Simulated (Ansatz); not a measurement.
**Silicon, BC8 under PBE: relaxation and energy**

The plan for silicon in the BC8 structure: relax it, then solve it on a dense k-mesh. Spin polarisation is left out. The k-meshes are 4×4×4 for the relaxation; 6×6×6 for the dense run. It starts from a deposited cell (COD).

Program: Ansatz 0.2.0. Level of theory: DFT PBE, plane waves (420 eV) with PAW, scalar-relativistic. These are calculated values, not measurements.

### Step 1. The structure to begin with

Symmetry: Ia-3, No. 206, cubic system. The conventional cell has a = 6.636 Å, b = 6.636 Å, c = 6.636 Å, α = 90.00°, β = 90.00°, γ = 90.00°. Si (site symmetry 3) is surrounded by 4 Si at 2.31 to 2.39 Å.

Coordinates:

```xyz
8
Lattice="-3.3180 3.3180 3.3180 3.3180 -3.3180 3.3180 3.3180 3.3180 -3.3180" Properties=species:S:1:pos:R:3 pbc="T T T"
Si    0.6656    0.6656    0.6656
Si   -0.6656    2.6524    0.6656
Si    0.6656   -0.6656    2.6524
Si    2.6524    0.6656   -0.6656
Si    2.6524    2.6524    2.6524
Si    0.6656    3.9836   -0.6656
Si   -0.6656    0.6656    3.9836
Si    3.9836   -0.6656    0.6656
```

### Step 2. Geometry optimisation

The input, input.yaml:

```yaml
crystal:
  lattice:
    - [-3.318, 3.318, 3.318]
    - [3.318, -3.318, 3.318]
    - [3.318, 3.318, -3.318]
  atoms:
    - { symbol: Si, position: [0.2006, 0.2006, 0.2006] }
    - { symbol: Si, position: [0.5, 0.0, 0.2994] }
    - { symbol: Si, position: [0.2994, 0.5, 0.0] }
    - { symbol: Si, position: [0.0, 0.2994, 0.5] }
    - { symbol: Si, position: [0.7994, 0.7994, 0.7994] }
    - { symbol: Si, position: [0.5, 0.0, 0.7006] }
    - { symbol: Si, position: [0.7006, 0.5, 0.0] }
    - { symbol: Si, position: [0.0, 0.7006, 0.5] }
hamiltonian:
  xc: pbe
  pseudopotentials:
    kind: paw
    azcp:
      Si: "pseudopotentials/Si.paw.azcp"
basis:
  ecutwfc: 420
  fft_grid_basis: typed
kpoints:
  mp_grid: { grid: [4, 4, 4], shift: [0, 0, 0] }
magnetization:
  spin_polarized: false
scf:
  occupations: { method: fermi_dirac, width: 0.05 }
relax:
  max_steps: 60
  f_tol: 0.01
  cell: {}
```

After this run come: The energy on a finer k-mesh.

**Question.** What will these runs give? Wanted: space group; conventional cell; volume; shortest distance; gap on the mesh; relative to diamond.

As calculated:

```
                      quantity                         value
space group (spins left aside)                Ia-3 (No. 206)
             conventional cell                   a = 6.659 Å
                        volume                18.451 Å³/atom
             shortest distance                       2.341 Å
   against the measured volume       +1.0 % (18.264 Å³/atom)
               gap on the mesh  none (levels filled in part)
           relative to diamond                 +157 meV/atom
```

The volume comes out 1.0 % larger than measured. The deposited cell holds zero-point motion and, unless taken cold, thermal expansion, so the miss against a static lattice is larger still. Against the reference form of silicon (diamond, computed apart with the same settings) it stands 157 meV/atom higher, so it is far from stable. Levels at the Fermi energy are filled in part, as in a metal. The symmetry was held, so the structure may be unstable against distortions that break it.
